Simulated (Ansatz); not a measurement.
**NaH (Fm-3m): from the cell to its phonons**

Aim: the vibrations of NaH (Fm-3m), their spectra, and whether the structure is stable.

Calculated with Ansatz 0.2.0; DFT PBEsol, scalar-relativistic, plane waves, PAW; PAW set soft_1.

## 1. Starting point

The structure is cubic, space group Fm-3m (No. 225). Conventional cell: a = 4.880 Å, b = 4.880 Å, c = 4.880 Å, α = 90.00°, β = 90.00°, γ = 90.00°. Nearest to Na lie 6 H at 2.44 Å. Nearest to H lie 6 Na at 2.44 Å. Farther neighbours are not listed.

## 2. Relaxation

The cell and atoms are relaxed, since residual forces and stress would shift the frequencies.

File input.yaml:

```yaml
crystal:
  lattice:
    - [0.0, 2.44, 2.44]
    - [2.44, 0.0, 2.44]
    - [2.44, 2.44, 0.0]
  atoms:
    - { symbol: Na, position: [0.0, 0.0, 0.0] }
    - { symbol: H, position: [0.5, 0.5, 0.5] }
kpoints:
  mp_grid: { grid: [8, 8, 8] }
hamiltonian:
  xc: pbesol
  pseudopotentials: { kind: paw, azcp: { folder: soft_1 }, xc_functional: pbe }
scf:
  occupations: { method: gaussian, width: 0.02 }
output:
  forces: true
  stress: true
  eigenvalues: true
relax:
  adjacent_minimum: "off"
  f_tol: 0.005
  max_steps: 80
  cell: { stress_tol: 0.05 }
```

Run with:

```bash
ansatz run input.yaml --threads 4 --pin off --max-ram 10240MiB --backend cpu --events-out ev --progress --plain --runs-dir out
```

Numbers of over 12 decimals in the logs are rounded to 6 here.

The log of the run:

```text
Engine: ansatz 0.2.0, aarch64-unknown-linux-gnu
Pseudopotentials: kind: paw
Pseudopotential: Na, paw, valence charge 9, recommended cutoff 420 eV (normal), soft_1/Na.paw.azcp
Pseudopotential: H, paw, valence charge 1, recommended cutoff 420 eV (normal), soft_1/H.paw.azcp
Functional definition: PBEsol
  exchange = pbesol_x
  correlation = pbesol_c
Crystal: 2 atoms, lattice volume = 29.054 Å³
Basis set: ecut = 420 eV, 537 PW (Γ), exchange–correlation on 48×48×48 points (8 copies of the dense FFT grid, shifted against one another)
Bands: 9, of which v1, the nominal top of the filled ones, is band 5 counted from 1 (4 counted from 0)
Symmetry: 48 space group operations
Space group: Fm-3m (ITA 225), of the structure as read, at distance tolerance 3.1e-5 Å
k-points: 29 of 512
Non-local potential: Na, projectors of the file, l = 0: 3, l = 1: 2, l = 2: 1
Non-local potential: H, projectors of the file, l = 0: 2, l = 1: 1
PAW form: soft (Blöchl's): semilocal exchange-correlation on the pseudo side does not see the compensation charge
PAW frozen core: Na, regenerated for the run's functional, and the local potential with it (the file was generated under x = pbe(κ = 0.804, μ = 0.219515), c = pbe(β = 0.066725))
PAW one-centre angular grid: Na, 110 points (default); XC on 64 Gauss nodes
PAW one-centre angular grid: H, 110 points (default); XC on 64 Gauss nodes
Initial density: superposition of atomic densities (chi_scale 0.1, normalization cell, long waves kept (reshape's long-wave potential 0.00 eV rms))
Initial wavefunctions: pseudopotential atomic-orbital guess
Functional: x = pbesol(κ = 0.804, μ = 0.123457), c = pbesol(β = 0.046)
SCF iter   1: F=—  HF=-1492.149554 eV  |F-HF|=—  |Δ(HF+E_count)|=         —  Δρ=4.61e-2  dr2=7.37e-1  ethr=3.10e-3  ⟨swp⟩=6.0  Hψ=1756  notcnv=0
preconditioner: auto → none  [insulator: Δε(μ)=4.406 eV  Ē_g=11.394 eV  σ=0.020 eV  W_gap=1.00  n_scr=8 (ndim 8)  ℏωp=9.7 eV  f_vac=0.000  D(μ)=0.00/eV (n_scr^D=0)  ε∞_Penn≈1.7]
SCF iter   2: F=—  HF=-1491.910808 eV  |F-HF|=—  |Δ(HF+E_count)|=   2.39e-1  Δρ=1.02e-2  dr2=4.28e-2  ethr=3.10e-3  ⟨swp⟩=2.0  Hψ=610  notcnv=0
SCF iter   3: F=—  HF=-1491.904385 eV  |F-HF|=—  |Δ(HF+E_count)|=   6.42e-3  Δρ=2.63e-3  dr2=9.87e-4  ethr=4.28e-4  ⟨swp⟩=2.0  Hψ=404  notcnv=0
SCF iter   4: F=—  HF=-1491.905330 eV  |F-HF|=—  |Δ(HF+E_count)|=   9.45e-4  Δρ=5.64e-4  dr2=4.37e-5  ethr=9.87e-6  ⟨swp⟩=2.0  Hψ=406  notcnv=0
SCF iter   5: F=—  HF=-1491.905362 eV  |F-HF|=—  |Δ(HF+E_count)|=   3.18e-5  Δρ=2.21e-5  dr2=8.58e-8  ethr=1.00e-9  ⟨swp⟩=4.6  Hψ=1559  notcnv=0
SCF iter   6: F=-1491.905362 eV  HF=-1491.905362 eV  |F-HF|=1.47e-9  |Δ(HF+E_count)|=   9.74e-8  Δρ=4.66e-6  dr2=1.83e-9  ethr=8.58e-10  ⟨swp⟩=2.9  Hψ=928  notcnv=0
SCF 1 converged in 6 iterations: F = -1491.905362 eV  dr2 = 1.83e-9
  greatest PAW one-centre occupation: 0.999 electrons in one spin orbital (limit 2), on the Na atom at site 0 (counted from 0), in its partial waves of l = 0
relax step   1: F+E_penalty+E_count = -1491.90536195 eV  Δ(F+E_penalty+E_count) = +0.000e0 eV  max|allowed force component| = 5.218e-31 eV/Å  Δτ_max = 0.0000 Å  P = -1.186 GPa  Ω = 29.054 Å³  (6 SCF iters, dr2 threshold 1.00e-7 eV, accepted)
Crystal: 2 atoms, lattice volume = 27.772 Å³
Initial density: handed on by an earlier stage of this run
Initial wavefunctions: those handed on with the density
iter 1 solved again at ethr=1.95e-5 eV; its pass at ethr=3.10e-3 eV (dr2=1.95e-3 eV) is discarded
SCF iter   1: F=—  HF=-1491.912179 eV  |F-HF|=—  |Δ(HF+E_count)|=         —  Δρ=2.48e-3  dr2=1.95e-3  ethr=1.95e-5  ⟨swp⟩=1.0  Hψ=2315  notcnv=0
preconditioner: auto → none  [insulator: Δε(μ)=3.636 eV  Ē_g=11.119 eV  σ=0.020 eV  W_gap=1.00  n_scr=8 (ndim 8)  ℏωp=10.0 eV  f_vac=0.000  D(μ)=0.00/eV (n_scr^D=0)  ε∞_Penn≈1.8]
SCF iter   2: F=—  HF=-1491.911520 eV  |F-HF|=—  |Δ(HF+E_count)|=   6.60e-4  Δρ=5.50e-4  dr2=1.16e-4  ethr=1.95e-5  ⟨swp⟩=2.0  Hψ=392  notcnv=0
SCF iter   3: F=—  HF=-1491.911479 eV  |F-HF|=—  |Δ(HF+E_count)|=   4.00e-5  Δρ=9.07e-5  dr2=1.45e-6  ethr=1.16e-6  ⟨swp⟩=1.9  Hψ=288  notcnv=0
SCF iter   4: F=-1491.911481 eV  HF=-1491.911481 eV  |F-HF|=1.26e-7  |Δ(HF+E_count)|=   1.11e-6  Δρ=3.00e-5  dr2=1.20e-7  ethr=2.00e-9  ⟨swp⟩=6.9  Hψ=1426  notcnv=0
SCF 2 converged in 4 iterations: F = -1491.911481 eV  dr2 = 1.20e-7
relax step   2: F+E_penalty+E_count = -1491.91148071 eV  Δ(F+E_penalty+E_count) = -6.119e-3 eV  max|allowed force component| = 7.765e-31 eV/Å  Δτ_max = 0.0000 Å  P = -0.218 GPa  Ω = 27.772 Å³  energy of the carried Pulay correction = +3.629e-4 eV  (4 SCF iters, dr2 threshold 2.00e-7 eV, accepted)
Crystal: 2 atoms, lattice volume = 27.498 Å³
iter 1 solved again at ethr=1.00e-6 eV; its pass at ethr=3.10e-3 eV (dr2=1.00e-4 eV) is discarded
SCF iter   1: F=—  HF=-1491.911777 eV  |F-HF|=—  |Δ(HF+E_count)|=         —  Δρ=5.59e-4  dr2=1.02e-4  ethr=1.00e-6  ⟨swp⟩=2.1  Hψ=2229  notcnv=0
preconditioner: auto → none  [insulator: Δε(μ)=3.617 eV  Ē_g=11.161 eV  σ=0.020 eV  W_gap=1.00  n_scr=8 (ndim 8)  ℏωp=10.0 eV  f_vac=0.000  D(μ)=0.00/eV (n_scr^D=0)  ε∞_Penn≈1.8]
SCF iter   2: F=—  HF=-1491.911735 eV  |F-HF|=—  |Δ(HF+E_count)|=   4.12e-5  Δρ=1.27e-4  dr2=6.44e-6  ethr=1.00e-6  ⟨swp⟩=1.7  Hψ=282  notcnv=0
SCF iter   3: F=-1491.911734 eV  HF=-1491.911734 eV  |F-HF|=8.63e-8  |Δ(HF+E_count)|=   1.45e-6  Δρ=2.55e-5  dr2=1.12e-7  ethr=1.19e-9  ⟨swp⟩=4.1  Hψ=1231  notcnv=0
SCF 3 converged in 3 iterations: F = -1491.911734 eV  dr2 = 1.12e-7
relax step   3: F+E_penalty+E_count = -1491.91173394 eV  Δ(F+E_penalty+E_count) = -2.532e-4 eV  max|allowed force component| = 1.216e-30 eV/Å  Δτ_max = 0.0000 Å  P = +0.017 GPa  Ω = 27.498 Å³  energy of the carried Pulay correction = +4.426e-4 eV  (3 SCF iters, dr2 threshold 1.19e-7 eV, accepted)
Initial wavefunctions: pseudopotential atomic-orbital guess (no wavefunctions were taken with the density)
iter 1 solved again at ethr=9.51e-9 eV; its pass at ethr=3.10e-3 eV (dr2=9.51e-7 eV) is discarded
SCF iter   1: F=—  HF=-1491.911368 eV  |F-HF|=—  |Δ(HF+E_count)|=         —  Δρ=8.84e-5  dr2=3.14e-7  ethr=9.51e-9  ⟨swp⟩=4.0  Hψ=2695  notcnv=0
preconditioner: auto → none  [insulator: Δε(μ)=3.607 eV  Ē_g=11.155 eV  σ=0.020 eV  W_gap=1.00  n_scr=8 (ndim 8)  ℏωp=10.0 eV  f_vac=0.000  D(μ)=0.00/eV (n_scr^D=0)  ε∞_Penn≈1.8]
SCF iter   2: F=—  HF=-1491.911361 eV  |F-HF|=—  |Δ(HF+E_count)|=   6.76e-6  Δρ=4.40e-5  dr2=8.09e-8  ethr=3.14e-9  ⟨swp⟩=2.0  Hψ=290  notcnv=0
SCF iter   3: F=—  HF=-1491.911361 eV  |F-HF|=—  |Δ(HF+E_count)|=   3.63e-7  Δρ=4.06e-6  dr2=1.64e-9  ethr=8.09e-10  ⟨swp⟩=2.0  Hψ=290  notcnv=0
SCF iter   4: F=—  HF=-1491.911361 eV  |F-HF|=—  |Δ(HF+E_count)|=  2.21e-10  Δρ=3.52e-7  dr2=2.48e-11  ethr=1.64e-11  ⟨swp⟩=2.0  Hψ=392  notcnv=0
SCF iter   5: F=-1491.911361 eV  HF=-1491.911361 eV  |F-HF|=4.55e-13  |Δ(HF+E_count)|=  4.37e-11  Δρ=8.93e-8  dr2=6.65e-13  ethr=1.00e-12  ⟨swp⟩=5.3  Hψ=851  notcnv=0
SCF 4 converged in 5 iterations: F = -1491.911361 eV  dr2 = 6.65e-13
relax step   4: F+E_penalty+E_count = -1491.91136132 eV  Δ(F+E_penalty+E_count) = +3.726e-4 eV  max|allowed force component| = 1.561e-30 eV/Å  Δτ_max = 0.0000 Å  P = +0.006 GPa  Ω = 27.498 Å³  stress off target by 5.91e-3 GPa  SCF on the basis re-selected at this cell (its energy is not comparable with the rows above)  (5 SCF iters)
basis re-selected at this cell: Δ(F+E_penalty+E_count) = +3.726e-4 eV, ΔP = -0.011 GPa vs the last step (what re-selecting the basis moved, of the pressure what is left beyond the Pulay correction that the steps carried, after the strain that the cell walked since its last selection, with what the two solves' SCF thresholds leave and, on support functions, any second-order correction that the steps lacked; it is no m [...]
SCF converged after 5 iterations
Free energy (F): -1491.911361 eV
Harris-Foulkes:  -1491.911361 eV  (|F-HF|=4.55e-13)
Internal energy: -1491.911361 eV  (E = F + TS)
E sigma→0 (E₀):  -1491.911361 eV
Fermi energy:    2.695581 eV
--- Per-component energies (eV) ---
  E_band       = -225.307684
  E_kinetic    = 126.225061
  E_local      = -1473.867185  (includes V_loc(G=0)·N_el)
  E_nonlocal   = 279.363034
  E_hartree    = 499.840554
  E_xc         = -45.158014
  E_vxc        = -58.501394  (∫ρ·V_xc dr)
  E_paw        = -283.948992  (= ΣΔE_a)
  E_vpaw       = -98.207582  (= ΣTr[D̂ρ^β])
  E_aug_tail   = -0.000752  (compensation charges beyond the density's cutoff)
  E_ewald      = -594.419761
  E_core_change = 0.054694  (= ΣΔE_core)
  E_smearing   = -0.000000  (= −TS)
  E_closure    = -0.000000  (closes the sum)
  Σ components = -1491.911361   (vs F -1491.911361, Δ=0.00e0)
--- Forces (eV/Å), atoms counted from 1 ---
  atom   1  Na    -0.00000000     0.00000000     0.00000000
  atom   2  H      0.00000000    -0.00000000     0.00000000
  max |Σ_I F_I| component: 2.66e-30 eV/Å
--- Stress (GPa, compression-positive) ---
        0.005910       0.000000       0.000000
        0.000000       0.005910       0.000000
        0.000000       0.000000       0.005910
  P = ⅓ Tr σ = 0.0059 GPa (0.059 kbar)
--- Band table (eV; the first three rows and the last of 29) ---
  k-point 0: bands = ["-49.0302", "-21.0720", "-21.0720", "-21.0720", "-2.8938", "11.5393", "16.4505", "16.4505", "16.4505"]
  k-point 1: bands = ["-49.0291", "-21.0877", "-21.0738", "-21.0738", "-2.6177", "10.5876", "13.8461", "15.6876", "15.6876"]
  k-point 2: bands = ["-49.0263", "-21.1251", "-21.0783", "-21.0783", "-1.8315", "8.1222", "12.4251", "14.8971", "14.8971"]
  k-point 28: bands = ["-49.0199", "-21.1366", "-21.1366", "-21.1098", "0.8920", "6.7602", "6.7602", "9.2755", "17.4599"]
--- Relaxed structure (3 steps of the walk, 3 accepted, 1 SCFs on fresh bases) ---
  F+E_penalty+E_count = -1491.91136132 eV   max|allowed force component| = 1.561e-30 eV/Å   (the final SCF, on the basis selected at the relaxed cell)
  cell:  # Å, volume = 27.4985 Å³
    - [0, 2.395666, 2.395666]
    - [2.395666, 0, 2.395666]
    - [2.395666, 2.395666, 0]
  atoms:
    - { symbol: Na, position: [0, 0, 0] }
    - { symbol: H, position: [0.500000, 0.500000, 0.500000] }
```

Wall time 1.1 s (4 threads of Arm Neoverse V1, shared host); peak memory 0.26 GiB.

The steps of the relaxation:

| step | energy less that of the first step (eV) | largest force component (eV/Å) | pressure (GPa) | volume (Å³) |
| --- | --- | --- | --- | --- |
| 1 | 0.0000 | 0.0000 | -1.19 | 29.05 |
| 2 | -0.0061 | 0.0000 | -0.22 | 27.77 |
| 3 | -0.0064 | 0.0000 | 0.02 | 27.50 |
| 4* | -0.0060 | 0.0000 | 0.01 | 27.50 |

Relaxation steps marked * repeat the geometry before them on a plane-wave basis chosen anew for their cell, so energy and pressure can jump there.

Forces are held to the 48 operations that the run works with; a distortion that breaks them can't arise in this run.

| conventional cell, symmetrised | before | after | change |
| --- | --- | --- | --- |
| a (Å) | 4.880 | 4.791 | -1.8 % |
| b (Å) | 4.880 | 4.791 | -1.8 % |
| c (Å) | 4.880 | 4.791 | -1.8 % |
| volume (Å³/atom) | 14.53 | 13.75 | -5.4 % |

Final coordinates:

```cif
data_structure
_symmetry_space_group_name_H-M 'P 1'
_symmetry_Int_Tables_number 1
_cell_length_a 3.3880
_cell_length_b 3.3880
_cell_length_c 3.3880
_cell_angle_alpha 60.000
_cell_angle_beta 60.000
_cell_angle_gamma 60.000
_cell_volume 27.50
loop_
_atom_site_label
_atom_site_type_symbol
_atom_site_fract_x
_atom_site_fract_y
_atom_site_fract_z
_atom_site_occupancy
Na1 Na 0.00000 0.00000 0.00000 1
H2 H 0.50000 0.50000 0.50000 1
```

This step gave:

| Item | Value |
| --- | --- |
| pressure | 0.005910 GPa |
| gap on the k-mesh | 3.607 eV |
| volume per atom | 13.75 Å³ |
| direct gap on mesh | 4.518 eV |

In this step the volume went from 14.53 to 13.75 Å³/atom.

## 3. Relaxing to small forces for the phonons

Phonons need a cell at rest on their own settings, so the relaxation is repeated with tight tolerances on forces and stress on the k mesh and occupations of the first response run.

input.yaml, the sections that differ from step 2:

```yaml
crystal:
  lattice:
    - [0.0, 2.3956655036, 2.3956655036]
    - [2.3956655036, 0.0, 2.3956655036]
    - [2.3956655036, 2.3956655036, 0.0]
  atoms:
    - { symbol: Na, position: [0.0, 0.0, 0.0] }
    - { symbol: H, position: [0.5, 0.5, 0.5] }
scf:
  occupations: { method: fixed }
relax:
  adjacent_minimum: "off"
  f_tol: 0.001
  max_steps: 60
  cell: { stress_tol: 0.01 }
# kpoints, hamiltonian, output: as in step 2
```

The log of the run:

```text
[...]
Crystal: 2 atoms, lattice volume = 27.498 Å³
Basis set: ecut = 420 eV, 537 PW (Γ), exchange–correlation on 48×48×48 points (8 copies of the dense FFT grid, shifted against one another)
Bands: 9, of which v1, the nominal top of the filled ones, is band 5 counted from 1 (4 counted from 0)
Symmetry: 48 space group operations
[...]
k-points: 29 of 512
[...]
P = ⅓ Tr σ = 0.0059 GPa (0.059 kbar)
--- Band table (eV; the first three rows and the last of 29) ---
[...]
--- Relaxed structure (1 steps of the walk, 1 accepted, 1 SCFs on fresh bases) ---
[...]
cell:  # Å, volume = 27.4985 Å³
    - [0.0, 2.3956655036, 2.3956655036]
    - [2.3956655036, 0.0, 2.3956655036]
    - [2.3956655036, 2.3956655036, 0.0]
  atoms:
    - { symbol: Na, position: [0.0, 0.0, 0.0] }
    - { symbol: H, position: [0.5, 0.5, 0.5] }
[key lines of the parts left out:]
SCF converged after 4 iterations
Free energy (F): -1491.911361 eV
Fermi energy:    0.891970 eV
```

Elapsed: 0.64 s, on 4 threads; peak memory 0.26 GiB; 1.7 s of CPU time.

Little changed from the start: no atom moved by 0.005 Å and no cell edge by 0.1 %.

The forces vanish by symmetry and the pressure is 0.006 GPa, within the tolerances set. The cell now holds 13.75 Å³/atom.

(Part 1 of 3 ends here.)

[Logs are printed without paths, hosts, clocks, repeated set-up lines and the standing remarks that a program may print on its own settings, such as how far it seeks lower states.]

[Hosts, paths, dates, database ids (printed as entryN), source tags and the programs' standing remarks are cut or masked in the printed files.]
